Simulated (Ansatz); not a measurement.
# ZnS (F-43m) in Ansatz: notebook

Aim: see how the results for ZnS move with the level of theory and the settings. Levels: m-r2SCAN, PBE. Tasks: relaxation of cell and atoms, single point.

All numbers are computed with Ansatz 0.2.0; they aren't measurements. Logs are shortened: lines on timing, memory, paths and dates and some standing lists are left out, and cuts for length are marked.

**The experiment to reproduce.**

From “Electronic, vibrational, and thermodynamic properties of ZnS (zincblende and rocksalt structure)”, 2009, arxiv:0911.5022, for a bulk crystal of ZnS at 19 K: band gap 3.85 eV (direct).

How close the calculation comes is told below.

## Step 1: The crystal as given

It takes space group F-43m (No. 216, cubic). Conventional cell: a = 5.404 Å, b = 5.404 Å, c = 5.404 Å, α = 90.00°, β = 90.00°, γ = 90.00°. Around Zn (site symmetry -43m) lie 4 S at 2.34 Å. S (site symmetry -43m) is surrounded by 4 Zn at 2.34 Å.

## Step 2: Relaxation of cell and atoms, m-r2SCAN

input.yaml reads:

```yaml
crystal:
  lattice:
    - [0.0, 2.702, 2.702]
    - [2.702, 0.0, 2.702]
    - [2.702, 2.702, 0.0]
  atoms:
    - { symbol: Zn, position: [0.75, 0.75, 0.75] }
    - { symbol: S, position: [0.0, 0.0, 0.0] }
hamiltonian:
  xc: mr2scan
  pseudopotentials: { kind: paw }
kpoints:
  mp_grid: { grid: [9, 9, 9] }
scf:
  occupations: { method: fermi_dirac, width: 0.05 }
output:
  forces: true
  stress: true
  write_density: true
  write_potential: true
  elf: true
  volumetric_format: npy
relax:
  f_tol: 0.01
  max_steps: 40
  cell: { stress_tol: 0.05 }
```

Potentials or basis: Ansatz PAW.

Run with:

```console
ansatz run input.yaml --threads 2 --pin off --max-ram 5120MiB --backend cpu --events-out ev --progress --plain --runs-dir out
```

Log:

```text
Warning: RAYON_NUM_THREADS=2 ignored (pool sized by the plan → 2); use --threads N
Engine: ansatz 0.2.0, aarch64-unknown-linux-gnu
Pseudopotentials: kind: paw
Pseudopotential: Zn, paw, valence charge 12, recommended cutoff 500 eV (meta_gga), Zn.paw.azcp
Pseudopotential: S, paw, valence charge 6, recommended cutoff 500 eV (meta_gga), S.paw.azcp
Functional definition: m-r2SCAN
  exchange = m_r2scan_x
  correlation = m_r2scan_c
Crystal: 2 atoms, lattice volume = 39.454 Å³
Basis set: ecut = 500 eV, 965 PW (Γ), exchange–correlation on 120×120×120 points (64 copies of the dense FFT grid, shifted against one another)
Bands: 13, of which v1, the nominal top of the filled ones, is band 9 counted from 1 (8 counted from 0)
Symmetry: 24 space group operations
Space group: F-43m (ITA 216), of the structure as read, at distance tolerance 3.4e-5 Å
k-points: 35 of 729 (time reversal used)
Non-local potential: Zn, projectors of the file, l = 0: 2, l = 1: 2, l = 2: 3, l = 3: 1
Non-local potential: S, projectors of the file, l = 0: 2, l = 1: 2, l = 2: 2
PAW form: soft (Blöchl's): semilocal exchange-correlation on the pseudo side does not see the compensation charge
PAW frozen core: Zn, regenerated for the run's functional (the file was generated under x = pbe(κ = 0.804, μ = 0.2195149727645171), c = pbe(β = 0.06672455060314922))
PAW frozen core: S, regenerated for the run's functional (the file was generated under x = pbe(κ = 0.804, μ = 0.2195149727645171), c = pbe(β = 0.06672455060314922))
PAW one-centre angular grid: Zn, 590 points (default); XC on 215 of its mesh's 2673 points in the sphere
PAW one-centre angular grid: S, 302 points (default); XC on 160 Gauss nodes
Initial density: superposition of atomic densities (neutral atoms: chi_scale 0, normalization atom), corrected by the library's trained network
Initial wavefunctions: pseudopotential atomic-orbital guess
Functional: x = mr2scan, c = mr2scan; τ floored in thin density (d = 2e-4 eV/Å³)
SCF iter   1: F=—  HF=-4233.452309 eV  |F-HF|=—  |Δ(HF+E_count)|=         —  Δρ=1.55e-2  dr2=4.70e-2  dr2_τ=6.43e-3  ethr=1.77e-3  ⟨swp⟩=5.5  Hψ=2769  notcnv=0
preconditioner: auto → none  [insulator: Δε(μ)=2.647 eV  Ē_g=13.045 eV  σ=0.050 eV  W_gap=1.00  n_scr=14 (ndim 8)  ℏωp=25.1 eV  f_vac=0.027  D(μ)=0.00/eV (n_scr^D=0)  ε∞_Penn≈4.7]
SCF iter   2: F=—  HF=-4233.454646 eV  |F-HF|=—  |Δ(HF+E_count)|=   2.34e-3  Δρ=4.61e-3  dr2=8.37e-3  dr2_τ=3.52e-4  ethr=2.61e-4  ⟨swp⟩=2.6  Hψ=1194  notcnv=0
SCF iter   3: F=—  HF=-4233.449452 eV  |F-HF|=—  |Δ(HF+E_count)|=   5.19e-3  Δρ=2.91e-3  dr2=1.37e-3  dr2_τ=8.45e-6  ethr=4.65e-5  ⟨swp⟩=2.0  Hψ=875  notcnv=0
SCF iter   4: F=—  HF=-4233.449764 eV  |F-HF|=—  |Δ(HF+E_count)|=   3.12e-4  Δρ=2.38e-4  dr2=3.58e-5  dr2_τ=1.90e-6  ethr=7.61e-6  ⟨swp⟩=2.0  Hψ=1048  notcnv=0
SCF iter   5: F=—  HF=-4233.449754 eV  |F-HF|=—  |Δ(HF+E_count)|=   1.03e-5  Δρ=1.09e-4  dr2=4.22e-6  dr2_τ=5.18e-8  ethr=1.99e-7  ⟨swp⟩=2.0  Hψ=541  notcnv=0
SCF iter   6: F=-4233.449753 eV  HF=-4233.449753 eV  |F-HF|=7.91e-9  |Δ(HF+E_count)|=   4.19e-7  Δρ=7.20e-6  dr2=1.19e-8  dr2_τ=1.89e-9  ethr=5.56e-10  ⟨swp⟩=6.8  Hψ=3037  notcnv=0
SCF 1 converged in 6 iterations: F = -4233.449753 eV  dr2 = 1.19e-8
[... 26 lines left out ...]
SCF iter   3: F=—  HF=-4233.450412 eV  |F-HF|=—  |Δ(HF+E_count)|=   6.13e-9  Δρ=2.34e-6  dr2=9.27e-10  dr2_τ=6.61e-11  ethr=6.75e-11  ⟨swp⟩=2.0  Hψ=754  notcnv=0
SCF iter   4: F=—  HF=-4233.450412 eV  |F-HF|=—  |Δ(HF+E_count)|=  3.46e-11  Δρ=9.12e-7  dr2=2.32e-10  dr2_τ=4.01e-12  ethr=5.15e-12  ⟨swp⟩=2.0  Hψ=735  notcnv=0
SCF iter   5: F=-4233.450412 eV  HF=-4233.450412 eV  |F-HF|=3.64e-12  |Δ(HF+E_count)|=  1.27e-10  Δρ=1.21e-7  dr2=5.41e-12  dr2_τ=2.21e-13  ethr=1.00e-12  ⟨swp⟩=4.6  Hψ=2321  notcnv=0
SCF 4 converged in 5 iterations: F = -4233.450412 eV  dr2 = 5.41e-12
relax step   4: F+E_penalty+E_count = -4233.45041229 eV  Δ(F+E_penalty+E_count) = +6.872e-5 eV  max|allowed force component| = 3.701e-17 eV/Å  Δτ_max = 0.0000 Å  P = +0.002 GPa  Ω = 39.127 Å³  stress off target by 2.30e-3 GPa  SCF on the basis re-selected at this cell (its energy is not comparable with the rows above)  (5 SCF iters)
basis re-selected at this cell: Δ(F+E_penalty+E_count) = +6.872e-5 eV, ΔP = -0.002 GPa vs the last step (what re-selecting the basis moved, of the pressure what is left beyond the Pulay correction that the steps carried, after the strain that the cell walked since its last selection, with what the two solves' SCF thresholds leave and, on support functions, any second-order correction that the steps lacked; it is no measure of the basis error at this ecutwfc). This SCF's stress stands 2.30e-3 GPa from its target on what of the cell is left free (relax.cell.stress_tol is 5.00e-2 GPa) and its largest allowed force component is 3.70e-17 eV/Å (relax.f_tol is 1.00e-2 eV/Å): within both
SCF converged after 5 iterations
Free energy (F): -4233.450412 eV
Harris-Foulkes:  -4233.450412 eV  (|F-HF|=3.64e-12)
Internal energy: -4233.450412 eV  (E = F + TS)
E sigma→0 (E₀):  -4233.450412 eV
Fermi energy:    7.009053 eV
--- Per-component energies (eV) ---
  E_band       = -1.104813
  E_kinetic    = 237.559208
  E_local      = -2041.141426  (includes V_loc(G=0)·N_el)
  E_nonlocal   = 646.588847
  E_hartree    = 856.385173
  E_xc         = -215.802041
  E_vxc        = -148.248764  (∫ρ·V_xc dr)
  E_paw        = -2459.889202  (= ΣΔE_a)
  E_vpaw       = -415.969003  (= ΣTr[D̂ρ^β])
  E_aug_tail   = -0.000075  (compensation charges beyond the density's cutoff)
  E_vtau       = 7.336159  (kinetic-family band-sum trace: ∫τ·v_τ [+ j·A + Jᵃ·Aᵃ] dr)
  E_ewald      = -1256.858512
  E_core_change = -0.292385  (= ΣΔE_core)
  E_smearing   = -0.000000  (= −TS)
  E_closure    = 0.000000  (closes the sum)
  Σ components = -4233.450412   (vs F -4233.450412, Δ=0.00e0)
--- Forces (eV/Å), atoms counted from 1 ---
  atom   1  Zn     0.00000000    -0.00000000     0.00000000
  atom   2  S     -0.00000000     0.00000000    -0.00000000
  max |Σ_I F_I| component: 4.16e-17 eV/Å
--- Stress (GPa, compression-positive) ---
        0.002299      -0.000000      -0.000000
       -0.000000       0.002299       0.000000
       -0.000000       0.000000       0.002299
  P = ⅓ Tr σ = 0.0023 GPa (0.023 kbar)
--- Band table (eV; the first three rows and the last of 35) ---
  k-point 0: bands = ["-8.1194", "-0.9126", "-0.9126", "-0.9126", "-0.3635", "-0.3635", "5.6179", "5.6179", "5.6179", "8.3211", "12.4827", "12.4827", "12.4827"]
  k-point 1: bands = ["-8.0228", "-0.9109", "-0.8946", "-0.8946", "-0.3649", "-0.3649", "4.7110", "5.4953", "5.4953", "8.9965", "12.3878", "12.6975", "12.6975"]
  k-point 2: bands = ["-7.7623", "-0.8780", "-0.8520", "-0.8520", "-0.3636", "-0.3636", "3.1419", "5.2100", "5.2100", "9.6109", "12.8175", "13.0668", "13.0668"]
  k-point 34: bands = ["-6.8508", "-0.7696", "-0.6259", "-0.4479", "-0.3787", "-0.0063", "0.9730", "2.6154", "3.1559", "11.5481", "12.0888", "13.6285", "15.1766"]
--- Relaxed structure (3 steps of the walk, 3 accepted, 1 SCFs on fresh bases) ---
  F+E_penalty+E_count = -4233.45041229 eV   max|allowed force component| = 3.701e-17 eV/Å   (the final SCF, on the basis selected at the relaxed cell)
  cell:  # Å, volume = 39.1268 Å³
    - [-1.5795653301976327e-33, 2.694520361498893, 2.694520361498893]
    - [2.694520361498893, -5.095372032895593e-34, 2.694520361498893]
    - [2.694520361498893, 2.694520361498893, 3.4138992620400443e-33]
  atoms:
    - { symbol: Zn, position: [0.75, 0.75, 0.75] }
    - { symbol: S, position: [3.148109025799517e-34, -4.811260963957752e-34, -4.217278128901239e-34] }
```

Wall time 8.8 s (2 threads of Arm Neoverse V1, shared host); peak memory 0.45 GiB.

What came out:

```
Free energy                            : -4233.4504 eV
Relaxed volume                         : 19.56 Å³/atom
Relaxed cell                           : a = 3.811 Å, b = 3.811 Å, c = 3.811 Å, α = 60.00°, β = 60.00°, γ = 60.00°
Space group after relaxing (to 0.05 Å) : F-43m (No. 216)
Energy gained by relaxing              : 0.3 meV/atom
Ionic steps                            : 4
Pressure after relaxing                : 0.0 GPa
Band gap on the k mesh                 : 2.70 eV, direct
```

Step by step:
| step | energy change (eV) | largest force (eV/Å) | volume (Å³) |
| --- | --- | --- | --- |
| 1 | 0.0000 | 0.0000 | 39.45 |
| 2 | -0.0006 | 0.0000 | 39.26 |
| 3 | -0.0007 | 0.0000 | 39.13 |
| 4 | -0.0007 | 0.0000 | 39.13 |

Final structure:
```
Zn S
1.0
     0.00000    2.69452    2.69452
     2.69452    0.00000    2.69452
     2.69452    2.69452    0.00000
Zn S
1 1
Direct
  0.75000 0.75000 0.75000
  0.00000 0.00000 0.00000
```

Levels at points of the mesh, in eV from the valence-band top:
```tsv
k point	band 6	band 7	band 8	band 9	band 10	band 11	band 12	band 13
(0.00, 0.00, 0.00)	-5.98	0.00	0.00	0.00	2.70	6.86	6.86	6.86
```

Caveat: odd divisions of the mesh miss points on the zone boundary, where band edges often lie, so the gap on the mesh can be too wide; the plane-wave basis is chosen anew once the cell has moved, so the energies of steps on either side of that aren't comparable; the PAW data sets come from PBE, with cores solved anew for the run's functional, which leaves a small shift of forces and pressure.

## Step 3: Single point, PBE

Changes to input.yaml since step 2:

```diff
@@ -9,3 +9,3 @@
 hamiltonian:
-  xc: mr2scan
+  xc: pbe
   pseudopotentials: { kind: paw }
@@ -15,2 +15,4 @@
   occupations: { method: fermi_dirac, width: 0.05 }
+basis:
+  ecutwfc: "300 eV"
 output:
@@ -18,2 +20,3 @@
   stress: true
+  eigenvalues: true
   write_density: true
@@ -22,5 +25 @@
   volumetric_format: npy
-relax:
-  f_tol: 0.01
-  max_steps: 40
-  cell: { stress_tol: 0.05 }
```

Potentials or basis: Ansatz PAW.

Run with:

```console
ansatz run input.yaml --threads 2 --pin off --max-ram 5120MiB --backend cpu --events-out ev --progress --plain --runs-dir out
```

Log:

```text
Warning: basis.ecutwfc = 300 eV is below the records' recommended 420 eV, and the density's cutoff is lower with it unless basis.ecutrho_ratio is high enough to keep the records' density cutoff: compare with a run at a higher cutoff
Warning: RAYON_NUM_THREADS=2 ignored (pool sized by the plan → 2); use --threads N
[... 2 set-up lines as earlier in the session ...]
Pseudopotential: Zn, paw, valence charge 12, recommended cutoff 420 eV (normal), Zn.paw.azcp
Pseudopotential: S, paw, valence charge 6, recommended cutoff 420 eV (normal), S.paw.azcp
Functional definition: PBE
  parameter kappa = 0.804
  parameter beta = 0.06672455060314922
  exchange = pbe_x(kappa = kappa, mu = beta*pi^2/3)
  correlation = pbe_c(beta = beta)
Crystal: 2 atoms, lattice volume = 39.454 Å³
Basis set: ecut = 300 eV, 459 PW (Γ), exchange–correlation on 48×48×48 points (8 copies of the dense FFT grid, shifted against one another)
Bands: 13, of which v1, the nominal top of the filled ones, is band 9 counted from 1 (8 counted from 0)
[... 1 set-up line as earlier in the session ...]
[... 31 lines left out ...]
  E_xc         = -234.298394
  E_vxc        = -139.425872  (∫ρ·V_xc dr)
  E_paw        = -2431.469746  (= ΣΔE_a)
  E_vpaw       = -408.575487  (= ΣTr[D̂ρ^β])
  E_aug_tail   = 0.000450  (compensation charges beyond the density's cutoff)
  E_ewald      = -1253.379294
  E_smearing   = -0.000000  (= −TS)
  E_closure    = -0.000000  (closes the sum)
  Σ components = -4222.605457   (vs F -4222.605457, Δ=0.00e0)
--- Forces (eV/Å), atoms counted from 1 ---
  atom   1  Zn     0.00000000    -0.00000000     0.00000000
  atom   2  S     -0.00000000     0.00000000    -0.00000000
  max |Σ_I F_I| component: 3.70e-17 eV/Å
--- Stress (GPa, compression-positive) ---
        1.854407      -0.000000       0.000000
       -0.000000       1.854407       0.000000
       -0.000000       0.000000       1.854407
  P = ⅓ Tr σ = 1.8544 GPa (18.544 kbar)
--- Band table (eV; the first three rows and the last of 35) ---
  k-point 0: bands = ["-7.3544", "-0.6615", "-0.6615", "-0.6615", "-0.1732", "-0.1732", "5.7765", "5.7765", "5.7765", "7.9027", "12.1780", "12.1780", "12.1780"]
  k-point 1: bands = ["-7.2625", "-0.6604", "-0.6476", "-0.6476", "-0.1801", "-0.1801", "4.8406", "5.6542", "5.6542", "8.6043", "12.0820", "12.3793", "12.3793"]
  k-point 2: bands = ["-7.0125", "-0.6291", "-0.6103", "-0.6103", "-0.1802", "-0.1802", "3.3123", "5.3777", "5.3777", "9.2236", "12.4663", "12.7370", "12.7370"]
  k-point 34: bands = ["-6.1367", "-0.5300", "-0.4082", "-0.2471", "-0.1878", "0.1767", "1.2225", "2.8817", "3.4050", "11.3642", "11.6997", "13.2835", "14.8023"]
```

v_z.tsv:

```text
# z_ang	v_es[eV]	v_tot[eV]
# format = ansatz-planar-average/11
# xc	pbe
# density_cutoff_ev	1200
# datasets	Zn=:simpson_from_first_knot:soft	S=:simpson_from_first_knot:soft
# lattice	0.000000000	2.702000000	2.702000000
# lattice	2.702000000	0.000000000	2.702000000
# lattice	2.702000000	2.702000000	0.000000000
# sites	2
# site	30	4.053000000	4.053000000	4.053000000
# site	16	0.000000000	0.000000000	0.000000000
0.000000	-2.558982e-1	-1.178142e1
0.159217	9.323786e-1	-1.011662e1
0.318434	1.974134e0	-8.447727e0
0.477651	3.141203e0	-6.602440e0
0.636868	4.688060e0	-4.429835e0
0.796084	6.412333e0	-2.087828e0
[... 16 lines left out ...]
3.502771	-2.391130e0	-1.459267e1
3.661988	-1.452920e0	-1.335755e1
```

Wall time 1.1 s (2 threads of Arm Neoverse V1, shared host); peak memory 0.28 GiB.

Results:

```
Free energy            : -4222.6055 eV
Pressure               : 1.9 GPa
Band gap on the k mesh : 2.13 eV, direct
```

Caveat: odd divisions of the mesh miss points on the zone boundary, where band edges often lie, so the gap on the mesh can be too wide; the pressure holds a Pulay correction of +5.0 GPa for the finite cutoff; the cutoff lies under the one recommended for these potentials.

## Step 4: Comparison with measurements

Step 3. Measured gap of ZnS: 3.85 eV (direct; 19 K; quoted in “Electronic, vibrational, and thermodynamic properties of ZnS (zincblende and rocksalt structure)”, 2009, arxiv:0911.5022). This calculation gives 2.13 eV (-1.72 eV). The value is that of PBE, without temperature or zero-point motion. Semilocal functionals fall short of measured gaps as a rule.
